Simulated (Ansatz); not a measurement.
Is this CuO structure a true minimum?

It was relaxed at this level from a Materials Project cell.

All numbers below come from Ansatz, DFT PBE, scalar-relativistic, plane waves, PAW. Cutoff 420 eV; k points 16×16×10 on the computed 4-atom cell (Γ-centred); Gaussian smearing, width 0.10 eV; no spin polarisation.

The cell below (4 atoms, space group P4_2/mmc (No. 131) when read loosely, Cccm at 0.01 Å) is relaxed within its symmetry.

```
CELL_PARAMETERS angstrom
2.08232 -2.08820 0.00000
2.08232 2.08820 0.00000
0.00000 0.00000 5.15050
ATOMIC_POSITIONS crystal
Cu 0.00000 0.50000 0.50000
Cu 0.50000 0.00000 0.00000
O 0.50000 0.50000 0.75000
O 0.50000 0.50000 0.25000
```

For the test a repeat of it with 8 atoms (edges 2.95, 5.15, 5.90 Å) was strained at random (σ = 1.5 % a component), the atoms were moved at random (σ = 0.15 Å), and all was relaxed again on a coarse 8×4×4 mesh (in the run’s order of axes) with 0.20 eV smearing, with no symmetry imposed.

No Hubbard U is applied to the open shell of Cu.

**Question.** Does it come back?

**Answer.** It returns, within 1 meV/atom of the unmoved cell on that mesh and with the same symmetry when read at 0.1 Å (C2/c at 0.01 Å, so small strains and shifts remain). No instability shows in this cell; modes of other wave vectors, which need another repeat, aren't tested.
